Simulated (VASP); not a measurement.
# MnS (R-3m) in VASP: notebook

The runs below take MnS through single point, with PBE.

All numbers are computed with VASP 6.6.1; they aren't measurements. Logs are shortened: lines on timing, memory, paths and dates and some standing lists are left out, and cuts for length are marked.

## (1) Starting point

The structure is trigonal, space group R-3m (No. 166). The conventional cell has a = 3.660 Å, b = 3.660 Å, c = 8.913 Å, α = 90.00°, β = 90.00°, γ = 120.00°. Around Mn (site symmetry -3m) lie 6 S at 2.58 Å. Around S (site symmetry -3m) lie 6 Mn at 2.58 Å.

The cell is a database's computed one.

## (2) Single point, PBE, collinear spin, ferromagnetic start

INCAR reads:

```
SYSTEM = MnS
ADDGRID = .False.
ALGO = Normal
EDIFF = 1E-6
ENCUT = 800
GGA = PE
ISIF = 2
ISMEAR = 0
ISPIN = 2
LASPH = .True.
LCHARG = .False.
LMAXMIX = 4
LORBIT = 11
LREAL = .False.
LWAVE = .False.
MAGMOM = 4 0
NELM = 100
PREC = Accurate
SIGMA = 0.5
```

KPOINTS reads:

```
k-points
0
Gamma
  5 5 5
  0 0 0
```

POSCAR reads:

```
MnS
1.0
    1.8299960138      1.0565486912      2.9709202777
   -1.8299960138      1.0565486912      2.9709202777
    0.0000000000     -2.1130973823      2.9709202777
Mn S
1 1
Direct
   -0.0003430000      0.0039840000     -0.0109630000
    0.4802460000      0.5015880000      0.5288910000
```

Potentials or basis: VASP PAW PBE potentials, release 64 (Mn_pv, S_h).

The run is started by

```bash
cat potpaw_PBE.64/Mn_pv/POTCAR potpaw_PBE.64/S_h/POTCAR > POTCAR
mpirun -np 1 vasp_std > vasp.out
```

OUTCAR:

```text
SYSTEM = MnS
   EDIFF = 1E-6
   ENCUT = 800
   GGA = PE
   ISIF = 2
   ISMEAR = 0
   ISPIN = 2
   LASPH = .True.
   LORBIT = 11
   LREAL = .False.
   NELM = 100
   PREC = Accurate

 Found     63 irreducible k-points:

 Following reciprocal coordinates:
            Coordinates               Weight
  0.000000  0.000000  0.000000      1.000000
  0.200000 -0.000000  0.000000      2.000000
 -0.000000  0.200000  0.000000      2.000000
  0.000000  0.000000  0.200000      2.000000
  0.400000  0.000000  0.000000      2.000000
  0.000000  0.400000  0.000000      2.000000
   k-points           NKPTS =     63   k-points in BZ     NKDIM =     63   number of bands    NBANDS=     15
   number of dos      NEDOS =    301   number of ions     NIONS =      2
   total plane-waves  NPLWV =  46656
   dimension x,y,z NGX =    36 NGY =   36 NGZ =   36
   dimension x,y,z NGXF=    72 NGYF=   72 NGZF=   72
   ions per type =               1   1
   NGX,Y,Z   is equivalent  to a cutoff of  16.42, 16.42, 16.42 a.u.
   NGXF,Y,Z  is equivalent  to a cutoff of  32.83, 32.83, 32.83 a.u.
 SYSTEM =  MnS
   PREC   = accura    normal or accurate (medium, high low for compatibility)
   ISTART =      0    job   : 0-new  1-cont  2-samecut
   ICHARG =      2    charge: 1-file 2-atom 10-const
   ISPIN  =      2    spin polarized calculation?
   LNONCOLLINEAR =      F non collinear calculations
   LSORBIT =      F    spin-orbit coupling
   LASPH  =      T    aspherical Exc in radial PAW
   ENCUT  =  800.0 eV  58.80 Ry    7.67 a.u.   8.41  8.41  8.41*2*pi/ulx,y,z
   NELM   =    100;   NELMIN=  2; NELMDL= -5     # of ELM steps
   EDIFF  = 0.1E-05   stopping-criterion for ELM
   LREAL  =      F    real-space projection
   EDIFFG = 0.1E-04   stopping-criterion for IOM
   NSW    =      0    number of steps for IOM
   IBRION =     -1    ionic relax: 0-MD 1-quasi-New 2-CG
   NFREE  =      0    steps in history (QN), initial steepest desc. (CG)
   ISIF   =      2    stress and relaxation
   ISYM   =      2    0-nonsym 1-usesym 2-fastsym
   POTIM  = 0.5000    time-step for ionic-motion
   TEBEG  =    0.0;   TEEND  =   0.0 temperature during run
   PSTRESS=    0.0 pullay stress
   NELECT =      19.0000    total number of electrons
   NUPDOWN=      -1.0000    fix difference up-down
   EMIN   =  10.00;   EMAX   =-10.00  energy-range for DOS
   EFERMI =   0.00;   METHOD = LEGACY
   ISMEAR =     0;   SIGMA  =   0.50  broadening in eV -4-tet -1-fermi 0-gaus
   EFERMI_NEDOS =   21; number of points for ismear=-14 and -15
   IALGO  =     38    algorithm
   IMIX   =      4    mixing-type and parameters
     AMIX     =   0.40;   BMIX     =  1.00
     AMIX_MAG =   1.60;   BMIX_MAG =  1.00
  volume/ion in A,a.u.               =      17.23       116.29
  Fermi-wavevector in a.u.,A,eV,Ry     =   1.342349  2.536672 24.516344  1.801900
  Thomas-Fermi vector in A             =   2.470510
   LORBIT       =     11    0 simple, 1 ext, 2 COOP (PROOUT), +10 PAW based schemes
   GGA     = PE    functional components
   LHFCALC =     F    Hartree Fock is set to
   AEXX    =    0.0000 exact exchange contribution
   IVDW    =     0    specifies the selected vdW correction
   LEPSILON=     F    determine dielectric tensor
   LRPA    =     F    only Hartree local field effects (RPA)
 spin polarized calculation
 Gauss-broadening in eV      SIGMA  =   0.50
  energy-cutoff  :      800.00
  volume of cell :       34.47
 maximum number of plane-waves:      1807
 NGX is ok and might be reduce to    36
   NGX = 17   NGY = 17   NGZ = 17

 number of electron      19.0000000 magnetization       4.4878572

 Free energy of the ion-electron system (eV)
  ---------------------------------------------------
  ext. energy  EPLUGINS =         0.00000000
  ---------------------------------------------------
  free energy    TOTEN  =       -14.12775029 eV

  energy without entropy =      -13.99972969  energy(sigma->0) =      -14.06373999

 E-fermi :   7.2812     XC(G=0): -10.8199

 val. band max:        7.1982032789   @ k =   0.2000   0.0000  -0.4000
 cond. band min:       7.3664967947   @ k =  -0.4000  -0.2000  -0.4000
 fundamental gap:      0.1682935158
 Fermi energy:         7.2812395852

 spin component 1

 k-point     1 :       0.0000    0.0000    0.0000
  band No.  band energies     occupation
      1     -43.2925      1.00000
      2     -43.2885      1.00000
      3     -43.2868      1.00000
      4      -7.5135      1.00000
      5       3.8660      1.00000
      6       3.8943      1.00000
      7       3.9099      1.00000
      8       3.9811      1.00000
      9       4.0360      1.00000
     10       5.4382      1.00000
     11       5.4602      1.00000
     12       5.5142      1.00000
     13       9.1579      0.00000
     14      15.7362      0.00000
     15      15.8382      0.00000

 k-point     2 :       0.2000   -0.0000    0.0000
  band No.  band energies     occupation
      1     -43.2936      1.00000
      2     -43.2908      1.00000
      3     -43.2875      1.00000
      4      -7.1165      1.00000
      5       2.5483      1.00000
      6       3.1490      1.00000
      7       3.2536      1.00000
      8       4.1425      1.00000
      9       4.1523      1.00000
     10       4.7030      1.00000
     11       6.4524      0.99047
     12       6.4895      0.98744
     13      10.7753      0.00000
     14      14.2376      0.00000
     15      15.0474      0.00000

 k-point     3 :      -0.0000    0.2000    0.0000
  band No.  band energies     occupation
      1     -43.2934      1.00000
      2     -43.2895      1.00000
      3     -43.2889      1.00000
      4      -7.1164      1.00000
      5       2.5328      1.00000
      6       3.1691      1.00000
      7       3.2701      1.00000
      8       4.1401      1.00000
      9       4.1482      1.00000
     10       4.6861      1.00000
     11       6.4558      0.99022
     12       6.4865      0.98771
     13      10.7679      0.00000
     14      14.2539      0.00000
     15      15.0634      0.00000
[... 19 lines left out ...]
 k-point     5 :       0.4000    0.0000    0.0000
  band No.  band energies     occupation
      1     -43.2974      1.00000
      2     -43.2928      1.00000
      3     -43.2883      1.00000
      4      -6.2929      1.00000
      5       0.4186      1.00000
      6       2.4413      1.00000
      7       2.4813      1.00000
      8       4.4549      1.00000
      9       4.4638      1.00000
     10       4.8417      1.00000
     11       7.5282      0.24239
     12       7.5772      0.20126
     13      10.3882      0.00000
     14      13.0197      0.00000
     15      13.0883      0.00000

 k-point     6 :       0.0000    0.4000    0.0000
  band No.  band energies     occupation
      1     -43.2966      1.00000
      2     -43.2923      1.00000
      3     -43.2897      1.00000
      4      -6.2926      1.00000
      5       0.4151      1.00000
      6       2.4566      1.00000
      7       2.4848      1.00000
      8       4.4534      1.00000
      9       4.4637      1.00000
     10       4.8361      1.00000
     11       7.5142      0.25496
     12       7.5610      0.21441
     13      10.3979      0.00000
     14      13.0422      0.00000
     15      13.0851      0.00000

 [... further k-points ...]

 spin component 2

 k-point     1 :       0.0000    0.0000    0.0000
  band No.  band energies     occupation
      1     -38.9360      1.00000
      2     -38.9336      1.00000
      3     -38.9334      1.00000
      4      -7.2613      1.00000
      5       5.3680      1.00000
      6       5.4224      1.00000
      7       5.4434      1.00000
      8       7.4851      0.28211
      9       7.5169      0.25249
     10       7.5940      0.18819
     11       7.6355      0.15819
     12       7.6874      0.12533
     13      10.1289      0.00000
     14      16.6569      0.00000
     15      16.8215      0.00000

 k-point     2 :       0.2000   -0.0000    0.0000
  band No.  band energies     occupation
      1     -38.9390      1.00000
      2     -38.9354      1.00000
      3     -38.9341      1.00000
      4      -6.8821      1.00000
      5       3.3292      1.00000
      6       4.6101      1.00000
      7       4.6733      1.00000
      8       7.7416      0.09646
      9       7.7840      0.07753
     10       7.8420      0.05635
     11       8.7841      0.00001
     12       8.8450      0.00000
     13      11.6971      0.00000
     14      15.0935      0.00000
     15      16.0591      0.00000

 k-point     3 :      -0.0000    0.2000    0.0000
  band No.  band energies     occupation
      1     -38.9390      1.00000
      2     -38.9355      1.00000
      3     -38.9341      1.00000
      4      -6.8820      1.00000
      5       3.3210      1.00000
      6       4.6312      1.00000
      7       4.6751      1.00000
      8       7.7214      0.10658
      9       7.7674      0.08457
     10       7.8442      0.05567
     11       8.7846      0.00001
     12       8.8642      0.00000
     13      11.6877      0.00000
     14      15.1126      0.00000
     15      16.0684      0.00000
[... 19 lines left out ...]
 k-point     5 :       0.4000    0.0000    0.0000
  band No.  band energies     occupation
      1     -38.9458      1.00000
      2     -38.9367      1.00000
      3     -38.9350      1.00000
      4      -6.1094      1.00000
      5       1.0535      1.00000
      6       3.8536      1.00000
      7       3.8976      1.00000
      8       8.3519      0.00123
      9       8.3713      0.00102
     10       8.4535      0.00046
     11      10.0707      0.00000
     12      10.1815      0.00000
     13      11.1158      0.00000
     14      13.9238      0.00000
     15      13.9951      0.00000

 k-point     6 :       0.0000    0.4000    0.0000
  band No.  band energies     occupation
      1     -38.9458      1.00000
      2     -38.9367      1.00000
      3     -38.9351      1.00000
      4      -6.1091      1.00000
      5       1.0503      1.00000
      6       3.8698      1.00000
      7       3.9009      1.00000
      8       8.3466      0.00129
      9       8.3684      0.00105
     10       8.4431      0.00051
     11      10.0471      0.00000
     12      10.1649      0.00000
     13      11.1403      0.00000
     14      13.9455      0.00000
     15      13.9945      0.00000

 [... further k-points ...]

------------------------ aborting loop because EDIFF is reached ----------------------------------------

  FORCE on cell =-STRESS in cart. coord.  units (eV):
  Direction    XX          YY          ZZ          XY          YZ          ZX
  --------------------------------------------------------------------------------------
  -------------------------------------------------------------------------------------
  Total       -0.5260970     -0.5986578     -0.4643237      0.0443588     -0.0246563     -0.0692091
  in kB      -24.4565126    -27.8296250    -21.5848730      2.0620935     -1.1461904     -3.2173024
  external PRESSURE =     -24.6236702 kB  Pullay stress =       0.0000000 kB

 VOLUME and BASIS-vectors are now :
 -----------------------------------------------------------------------------
  energy-cutoff  :      800.00
  volume of cell :       34.47
      direct lattice vectors                 reciprocal lattice vectors
     1.829996014  1.056548691  2.970920278     0.273224639  0.157746319  0.112198680
    -1.829996014  1.056548691  2.970920278    -0.273224639  0.157746319  0.112198680
     0.000000000 -2.113097382  2.970920278     0.000000000 -0.315492638  0.112198680

 POSITION                                       TOTAL-FORCE (eV/Angst)
 -----------------------------------------------------------------------------------
      1.82208     -1.02954      5.92009        -0.096795     -0.300243      0.156182
     -0.03906     -0.08024      4.48824         0.096795      0.300243     -0.156182
 -----------------------------------------------------------------------------------
    total drift:                                0.000000     -0.000009      0.000012

  FREE ENERGIE OF THE ION-ELECTRON SYSTEM (eV)
  ---------------------------------------------------
  free  energy   TOTEN  =       -14.1277502922 eV

  energy  without entropy=      -13.9997296892  energy(sigma->0) =      -14.06373999

 total charge

# of ion       s       p       d       tot
------------------------------------------
    1        0.220   6.170   4.958  11.348
    2        0.812   1.288   0.000   2.100
--------------------------------------------------
tot          1.032   7.458   4.958  13.448

 magnetization (x)

# of ion       s       p       d       tot
------------------------------------------
    1        0.050   0.038   4.014   4.102
    2        0.020   0.031   0.000   0.051
--------------------------------------------------
tot          0.069   0.070   4.014   4.153
```

It took 2.1 min on 1 thread of Intel Xeon Platinum 8488C (Sapphire Rapids), shared host; peak memory 0.3 GiB.

These settings aren't checked as converged: the numbers below hold their error.

What came out:

```yaml
Free_energy: -14.1278 eV
Pressure: -2.5 GPa
Largest_force: 0.352 eV/Å
Band_gap_on_the_k_mesh: none (metal or under the smearing width)
Net_moment: 4.49 μB per cell
Site_moments: Mn +4.10; S +0.05 μB
Valence_electrons_inside_the_program's_atomic_spheres: Mn 11.35; S 2.10
```

Caveat: the k mesh is coarse (spacing up to 0.42 Å⁻¹), so the values aren't converged; a cell with one magnetic atom can't hold antiferromagnetic order, which such compounds often take; semilocal functionals often make such compounds metallic where correlation or magnetic order opens a gap, which also shifts bond lengths.

## (3) Single point, PBE, collinear spin, ferromagnetic start

INCAR, as its differences from that of step 2:

```diff
@@ -18,2 +18,2 @@
 PREC = Accurate
-SIGMA = 0.5
+SIGMA = 0.2
```

KPOINTS is that of step 2.

POSCAR reads:

```
MnS
1.0
    1.8299960138      1.0565486912      2.9709202777
   -1.8299960138      1.0565486912      2.9709202777
    0.0000000000     -2.1130973823      2.9709202777
Mn S
1 1
Direct
    0.0000000000      0.0000000000      0.0000000000
    0.5000000000      0.5000000000      0.5000000000
```

Potentials or basis: VASP PAW PBE potentials, release 64 (Mn_pv, S_h).

The run is started by

```bash
cat potpaw_PBE.64/Mn_pv/POTCAR potpaw_PBE.64/S_h/POTCAR > POTCAR
mpirun -np 1 vasp_std > vasp.out
```

Run time: 45 s. Hardware: 1 thread of Intel Xeon Platinum 8488C (Sapphire Rapids), shared host; peak memory 0.24 GiB.

The run converged, but some of its settings lie outside the range that counts as converged, so its numbers aren't taken as properties of the crystal.

Results:

* Free energy: -14.0944 eV
* Pressure: -2.9 GPa
* Band gap on the k mesh: none (metal or under the smearing width)
* Net moment: 4.53 μB per cell
* Site moments: Mn +4.14; S +0.05 μB
* Valence electrons inside the program's atomic spheres: Mn 11.34; S 2.10

Caveat: the k mesh is coarse (spacing up to 0.42 Å⁻¹), so the values aren't converged; a cell with one magnetic atom can't hold antiferromagnetic order, which such compounds often take; semilocal functionals often make such compounds metallic where correlation or magnetic order opens a gap, which also shifts bond lengths.

## (4) Single point, PBE, collinear spin, ferromagnetic start

INCAR is that of step 3.

KPOINTS is that of step 3.

POSCAR reads:

```
MnS
1.0
    1.8299960138      1.0565486912      2.9709202777
   -1.8299960138      1.0565486912      2.9709202777
    0.0000000000     -2.1130973823      2.9709202777
Mn S
1 1
Direct
   -0.0003430000      0.0039840000     -0.0109630000
    0.4802460000      0.5015880000      0.5288910000
```

The run is started by

```bash
cat potpaw_PBE.64/Mn_pv/POTCAR potpaw_PBE.64/S_h/POTCAR > POTCAR
mpirun -np 1 vasp_std > vasp.out
```

Run time: 95 s. Hardware: 1 thread of Intel Xeon Platinum 8488C (Sapphire Rapids), shared host; peak memory 0.3 GiB.

The run converged, but some of its settings lie outside the range that counts as converged, so its numbers aren't taken as properties of the crystal.

What came out:

| Property | Result |
| --- | --- |
| Free energy | -14.0717 eV |
| Pressure | -2.3 GPa |
| Largest force | 0.367 eV/Å |
| Band gap on the k mesh | none (metal or under the smearing width) |
| Net moment | 4.54 μB per cell |
| Site moments | Mn +4.14; S +0.05 μB |
| Valence electrons inside the program's atomic spheres | Mn 11.34; S 2.10 |

Caveat: the k mesh is coarse (spacing up to 0.42 Å⁻¹), so the values aren't converged; a cell with one magnetic atom can't hold antiferromagnetic order, which such compounds often take; semilocal functionals often make such compounds metallic where correlation or magnetic order opens a gap, which also shifts bond lengths.

## (5) Single point, PBE, collinear spin, ferromagnetic start

INCAR, as its differences from that of step 4:

```diff
@@ -18,2 +18,2 @@
 PREC = Accurate
-SIGMA = 0.2
+SIGMA = 0.1
```

KPOINTS is that of step 4.

POSCAR reads:

```
MnS
1.0
    1.8299960138      1.0565486912      2.9709202777
   -1.8299960138      1.0565486912      2.9709202777
    0.0000000000     -2.1130973823      2.9709202777
Mn S
1 1
Direct
    0.0000000000      0.0000000000      0.0000000000
    0.5000000000      0.5000000000      0.5000000000
```

The run is started by

```bash
cat potpaw_PBE.64/Mn_pv/POTCAR potpaw_PBE.64/S_h/POTCAR > POTCAR
mpirun -np 1 vasp_std > vasp.out
```

It took 35 s on 1 thread of Intel Xeon Platinum 8488C (Sapphire Rapids), shared host; peak memory 0.24 GiB.

The run converged, but some of its settings lie outside the range that counts as converged, so its numbers aren't taken as properties of the crystal.

Results:

```yaml
Free_energy: -14.0875 eV
Pressure: -2.8 GPa
Band_gap_on_the_k_mesh: none (metal or under the smearing width)
Net_moment: 4.55 μB per cell
Site_moments: Mn +4.16; S +0.05 μB
Valence_electrons_inside_the_program's_atomic_spheres: Mn 11.34; S 2.10
```

Caveat: the k mesh is coarse (spacing up to 0.42 Å⁻¹), so the values aren't converged; a cell with one magnetic atom can't hold antiferromagnetic order, which such compounds often take; semilocal functionals often make such compounds metallic where correlation or magnetic order opens a gap, which also shifts bond lengths.

## (6) Single point, PBE, collinear spin, ferromagnetic start

INCAR is that of step 5.

KPOINTS is that of step 5.

POSCAR reads:

```
MnS
1.0
    1.8299960138      1.0565486912      2.9709202777
   -1.8299960138      1.0565486912      2.9709202777
    0.0000000000     -2.1130973823      2.9709202777
Mn S
1 1
Direct
   -0.0003430000      0.0039840000     -0.0109630000
    0.4802460000      0.5015880000      0.5288910000
```

Potentials or basis: VASP PAW PBE potentials, release 64 (Mn_pv, S_h).

The run is started by

```bash
cat potpaw_PBE.64/Mn_pv/POTCAR potpaw_PBE.64/S_h/POTCAR > POTCAR
mpirun -np 1 vasp_std > vasp.out
```

It took 87 s on 1 thread of Intel Xeon Platinum 8488C (Sapphire Rapids), shared host; peak memory 0.3 GiB.

These settings aren't checked as converged: the numbers below hold their error.

Results:

```
Free energy                                           : -14.0646 eV
Pressure                                              : -2.2 GPa
Largest force                                         : 0.372 eV/Å
Band gap on the k mesh                                : none (metal or under the smearing width)
Net moment                                            : 4.55 μB per cell
Site moments                                          : Mn +4.15; S +0.06 μB
Valence electrons inside the program's atomic spheres : Mn 11.34; S 2.10
```

Caveat: the k mesh is coarse (spacing up to 0.42 Å⁻¹), so the values aren't converged; a cell with one magnetic atom can't hold antiferromagnetic order, which such compounds often take; semilocal functionals often make such compounds metallic where correlation or magnetic order opens a gap, which also shifts bond lengths.

## (7) The reference run

An earlier run on the cell as given: functional PBE; potentials or basis VASP PAW PBE potentials, release 64 (Mn_pv, S); cutoff 520 eV; k mesh 9 × 9 × 9; occupations fermi-dirac, width 0.05 eV; collinear spin, ferromagnetic start; starting moments [4.0, 0.0] μB.

- Pressure: -1.6 GPa
- Band gap on the k mesh: none (metal or under the smearing width)
- Net moment: 4.66 μB per cell
- Site moments: Mn +4.22; S +0.10 μB
- Valence electrons inside the program's atomic spheres: Mn 11.33; S 3.73
